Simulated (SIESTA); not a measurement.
In:

```
In
1.0
    -1.62547    1.62547    2.47370
     1.62547   -1.62547    2.47370
     1.62547    1.62547   -2.47370
In
1
Direct
  0.00000 0.00000 0.00000
```

Base run:

- Program: SIESTA 5.4.2
- Functional: vdW-DF2
- Potentials or basis: PseudoDojo 0.4 standard (PBE files)
- Basis: DZP (energy shift 0.003 Ry; two zetas on semicore shells)
- Grid cutoff: 500 Ry
- Energy shift: 0.003 Ry
- k mesh: 11 × 11 × 11
- Occupations: fermi-dirac, width 0.05 eV
- Spin: no spin polarisation

Its results: band gap on the k mesh none (metal or under the smearing width); pressure 9.3 GPa.

After a change of settings the same cell gave: band gap on the k mesh none (metal or under the smearing width); pressure 3.4 GPa. Which change was it?
A. functional from vdW-DF2 to vdW-DF-C09
B. functional from vdW-DF2 to PBE
C. functional from vdW-DF2 to vdW-DF
D. functional from vdW-DF2 to VV10

D.

Caveats: the potentials were made for another functional, which shifts forces and pressure; the basis of atomic orbitals isn't converged, which shifts pressures, moduli and gaps; the non-local part is tabulated coarsely and may be off by about a percent (some runs).
